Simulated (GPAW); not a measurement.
ZrS2:

```
Zr S
1.0
     3.69138    0.00000    0.00000
    -1.84569    3.19683    0.00000
     0.00000    0.00000    6.04108
Zr S
1 2
Direct
  0.00000 0.00000 0.00000
  0.33333 0.66667 0.23791
  0.66667 0.33333 0.76209
```

The cell is a database's computed one.

Base run:

```yaml
Program: GPAW 26.7.0
Functional: RPBE
Potentials_or_basis: the program's PAW data sets (release 1.2.1) made for this functional
Cutoff: 600 eV
Basis: pw
k_mesh: 8 × 8 × 5
Occupations: fermi-dirac, width 0.05 eV
Spin: no spin polarisation
```

Its results: band gap on the k mesh 1.11 eV, indirect (least direct gap 1.67 eV); pressure 2.4 GPa; largest force 0.111 eV/Å.

Problem. The run is repeated on the same cell with these changes: functional from RPBE to revPBE. What comes out?

Solution. Band gap on the k mesh 1.09 eV, indirect (least direct gap 1.66 eV); pressure 1.8 GPa; largest force 0.081 eV/Å.

Caveats: this functional lacks dispersion, which binds the layers, so the pressure and a relaxed spacing across them are unreliable.

Not every run made on this cell is shown here.
